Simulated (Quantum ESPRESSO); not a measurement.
Re:

```
CELL_PARAMETERS angstrom
2.76080 0.00000 0.00000
-1.38040 2.39092 0.00000
0.00000 0.00000 4.45820
ATOMIC_POSITIONS crystal
Re 0.66667 0.33333 0.75000
Re 0.33333 0.66667 0.25000
```

Base run:

* Program: Quantum ESPRESSO 7.5
* Functional: PBE
* Potentials or basis: PseudoDojo 0.4 FR PBE standard
* Cutoff: 980 eV
* Density cutoff: 3918 eV
* k mesh: 11 × 11 × 6
* Occupations: fermi-dirac, width 0.05 eV
* Spin: spin-orbit coupling, no magnetisation

Its results: band gap on the k mesh none (metal or under the smearing width); pressure 7.3 GPa.

**Question.** The run is repeated on the same cell with these changes: potentials or basis from PseudoDojo 0.4 FR PBE standard to PseudoDojo 0.4 FR PBE stringent; k mesh from 11 × 11 × 6 to 4 × 4 × 2. What comes out?

**Answer.** Band gap on the k mesh none (metal or under the smearing width); pressure 6.8 GPa.

Caveats: some runs use coarse meshes.

Not every run made on this cell is shown here.
